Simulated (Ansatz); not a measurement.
## Re in Ansatz: the effect of strain

Crystal: Re.

```xyz
4
Lattice="2.7664 0.0000 0.0000 -1.3832 2.3958 0.0000 0.0000 0.0000 8.5813" Properties=species:S:1:pos:R:3 pbc="T T T"
Re    1.3832    0.7986    6.4360
Re    0.0000    0.0000    4.2906
Re    0.0000    1.5972    2.1453
Re    0.0000    0.0000    0.0000
```

Alike in all runs:

```yaml
Program: Ansatz 0.2.0
Task: band structure
Functional: PBE
Potentials_or_basis: Ansatz PAW
Cutoff: "420 eV (not typed: the program's choice for these potentials)"
k_mesh: 9 × 9 × 3
Occupations: fermi-dirac, width 0.05 eV
Spin: no spin polarisation
Kind_of_strain: uniaxial
Path: "[[\"G\", \"M\", \"K\", \"G\", \"A\", \"L\", \"H\", \"A\"], [\"L\", \"M\"], [\"K\", \"H\"]]"
Points_for_each_segment_of_the_path: 14
```

Question: One run gave: pressure -9.6 GPa. Which strain did it use?
A. 0.02
B. 0.04
C. -0.04
D. -0.02
E. 0.01

Answer: B.

| strain | pressure (GPa) |
| --- | --- |
| -0.04 | 20.8 |
| -0.02 | 11.5 |
| -0.01 | 7.3 |
| 0 | 3.4 |
| 0.01 | -0.3 |
| 0.02 | -3.6 |
| 0.04 | -9.6 |
